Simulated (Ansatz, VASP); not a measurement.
# C: VASP beside Ansatz

```
CELL_PARAMETERS angstrom
2.48251 0.00000 0.00000
-1.24126 2.14992 0.00000
0.00000 0.00000 4.19792
ATOMIC_POSITIONS crystal
C 0.33333 0.66667 0.99978
C 0.66667 0.33333 0.49978
C 0.33333 0.66667 0.37422
C 0.66667 0.33333 0.87422
```

Change from the starting cell: strained cell.

Alike in both runs: functional LDA; k mesh 9 × 9 × 6; occupations gaussian, width 0.02 eV; no spin polarisation.

Ansatz relaxed the structure, and its values are those at the end. VASP's run is a single point on that final structure, the one shown.

|  | VASP | Ansatz |
| --- | --- | --- |
| version | VASP 6.6.1 | Ansatz 0.2.0 |
| potentials or method | VASP PAW LDA potentials, release 64 (C) | scalar-relativistic, plane waves, PAW |
| plane-wave cutoff (eV) | 520 | 420 |
| valence electrons in the cell | 16 | 16 |

|  | VASP | Ansatz | Ansatz less VASP |
| --- | --- | --- | --- |
| gap on the k mesh at the Fermi level (eV) | 3.05 | 3.07 | +0.021 |
| least direct gap on the mesh (eV) | 4.90 | 4.89 | -0.001 |
| pressure (GPa) | -4.9 | -6.5 | -1.65 |
| rms of the force components (eV/Å) | 0.007 | 0.001 | -0.0064 |

Ansatz warned: «pseudo_functional_mismatch».

Caveats: an odd mesh through Γ misses points on the zone boundary, where band edges often lie.
